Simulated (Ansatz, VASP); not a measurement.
## Co in VASP and in Ansatz

```
Co
1.0
     2.45375    0.00000    0.00000
    -1.22687    2.12501    0.00000
     0.00000    0.00000    4.00837
Co
2
Direct
  0.33333 0.66667 0.74014
  0.66667 0.33333 0.25986
```

Change from the starting cell: volume scaled by 0.96.

Alike in both runs: task single point; functional PBEsol; k mesh 12 × 12 × 7; occupations fermi-dirac, width 0.05 eV; collinear spin.

|  | VASP | Ansatz |
| --- | --- | --- |
| version | VASP 6.6.1 | Ansatz 0.2.0 |
| potentials or method | VASP PAW PBE potentials, release 64 (Co), cutoff 520 eV | all-electron LAPW, scalar-relativistic |

Ansatz gave:

| Quantity | Value |
| --- | --- |
| gap on the k mesh at the Fermi level (eV) | none |
| pressure (GPa) | -0.8 |
| largest component of the traceless stress (GPa) | 2.09 |
| rms of the force components (eV/Å) | 0.337 |
| net moment per atom (μB) | 1.59 |
| size of the moment on the site where the two differ most (μB) | 1.64 |

Question: Estimate VASP's values.

Answer: gap on the k mesh at the Fermi level (eV): none; pressure (GPa): -1.7; largest component of the traceless stress (GPa): 2.05; rms of the force components (eV/Å): 0.331; net moment per atom (μB): 1.58; size of the moment on the site where the two differ most (μB): 1.58.

Site moments also hang on the region over which each program counts them. Atom by atom the forces differ by 0.006 eV/Å (rms over components). A gap of «none» marks a metal or a gap that the smearing closes. Ansatz ran all-electron here, so the differences hold the error of VASP's frozen core and of both bases.

Caveats: the PAW data sets were made with another functional, which shifts forces and pressure a little (VASP).
